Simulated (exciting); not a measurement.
Pt, 1 atom in the cell. Symmetry: Fm-3m, No. 225, cubic system. Conventional cell: a = 3.922 Å, b = 3.922 Å, c = 3.922 Å, α = 90.00°, β = 90.00°, γ = 90.00°. Pt (site symmetry m-3m) has 12 Pt at 2.77 Å as nearest neighbours. 

| Property | Result |
| --- | --- |
| Program | exciting (release sodium) |
| Task | band structure |
| Functional | RPBE |
| Potentials or basis | all-electron LAPW+lo, shipped species files, valence relativity iora* |
| rgkmax | 9 |
| k mesh | 12 × 12 × 12 |
| Occupations | fermi-dirac, width 0.05 eV |
| Spin | no spin polarisation |
| outputlevel | normal |
| gmaxvr (cutoff of density and potential) | 14 1/bohr |
| lmaxapw (and lmaxmat) | 10 |
| lmaxvr | 8 |
| nempty | 12 |
| Valence relativity | iora* |
| epsengy | 1e-05 Ha |
| epspot | 1e-05 Ha |
| maxscl | 60 |
| Muffin-tin radii | Pt 2.3 bohr |

Potentials or basis: all-electron LAPW+lo, shipped species files, valence relativity iora*.

Command:

```sh
$ OMP_NUM_THREADS=1 exciting_smp
```

Hardware: 1 thread of Intel(R) Xeon(R) Platinum 8488C (Sapphire Rapids), on a shared host.

Question: How long does it take, and how much memory?

Answer: It took 49 s on 1 thread of Intel(R) Xeon(R) Platinum 8488C (Sapphire Rapids) (shared host), peak memory 0.1 GiB. Counts: scf iterations 24, plane waves 113.
